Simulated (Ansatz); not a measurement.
GaSb:

```
Sb Ga
1.0
     0.00000    3.05900    3.05900
     3.05900    0.00000    3.05900
     3.05900    3.05900    0.00000
Sb Ga
1 1
Direct
  0.75000 0.75000 0.75000
  0.00000 0.00000 0.00000
```

Base run:

| Item | Value |
| --- | --- |
| Program | Ansatz 0.2.0 |
| Functional | PBE |
| Potentials or basis | all-electron LAPW, scalar-relativistic |
| Cutoff | 278 eV (chosen from the basis error) |
| Basis error allowed | 0.001 eV/atom |
| k mesh | 8 × 8 × 8 |
| Occupations | fermi-dirac, width 0.05 eV |
| Spin | no spin polarisation |

Its results: pressure 2.3 GPa.

The run is repeated on the same cell with these changes: functional from PBE to PBEsol. What comes out?

Pressure -0.1 GPa.

PBEsol binds more tightly than PBE, so the same cell stands under less pressure.
